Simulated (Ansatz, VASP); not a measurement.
## CdTe in VASP and in Ansatz

File INCAR:

```
SYSTEM = CdTe
PREC = Accurate
ENCUT = 520
EDIFF = 1E-6
ISMEAR = -1
SIGMA = 0.05
LREAL = .False.
LASPH = .True.
NELM = 80
ALGO = Normal
ISIF = 2
LWAVE = .False.
LCHARG = .False.
GGA = PE
NBANDS = 16
```

The input KPOINTS:

```
Automatic mesh
0
Gamma
  7 7 7
  0 0 0
```

File POSCAR:

```
CdTe
1.0
    0.0000000000      3.2050000000      3.2050000000
    3.2050000000      0.0000000000      3.2050000000
    3.2050000000      3.2050000000      0.0000000000
Te Cd
1 1
Direct
    0.7500000000      0.7500000000      0.7500000000
    0.0000000000      0.0000000000      0.0000000000
```

Contents of input.yaml:

```yaml
crystal:
  lattice:
    - [0.0, 3.205, 3.205]
    - [3.205, 0.0, 3.205]
    - [3.205, 3.205, 0.0]
  atoms:
    - { symbol: Te, position: [0.75, 0.75, 0.75] }
    - { symbol: Cd, position: [0.0, 0.0, 0.0] }
hamiltonian:
  xc: pbe
  pseudopotentials: { kind: paw }
kpoints:
  mp_grid: { grid: [7, 7, 7] }
scf:
  occupations: { method: fermi_dirac, width: 0.05 }
basis:
  ecutwfc: "500 eV"
output:
  forces: true
  stress: true
  eigenvalues: true
```

Alike in both runs: task single point; functional PBE; k mesh 7 × 7 × 7; occupations fermi-dirac, width 0.05 eV; no spin polarisation.

|  | VASP | Ansatz |
| --- | --- | --- |
| version | VASP 6.6.1 | Ansatz 0.2.0 |
| potentials or method | VASP PAW PBE potentials, release 64 (Te, Cd) | Ansatz PAW |
| plane-wave cutoff (eV) | 520 | 500 |
| valence electrons in the cell | 18 | 36 |

Ansatz gave:

```
gap on the k mesh at the Fermi level (eV) : 0.87
least direct gap on the mesh (eV)         : 0.87
pressure (GPa)                            : 4.2
```

Question: Estimate VASP's values.

Answer: gap on the k mesh at the Fermi level (eV): 0.87; least direct gap on the mesh (eV): 0.87; pressure (GPa): 4.4.

The functional is the same, so the differences come from potentials, cutoffs and numerics. The two sets of potentials don't hold the same shells in valence.

Caveats: spin-orbit coupling is left out, which moves the levels of the heavy elements; odd divisions of the mesh miss points on the zone boundary, where band edges often lie, so the gap on the mesh can be too wide (Ansatz). A hybrid or GW would open this gap; PBE tends to underestimate it.
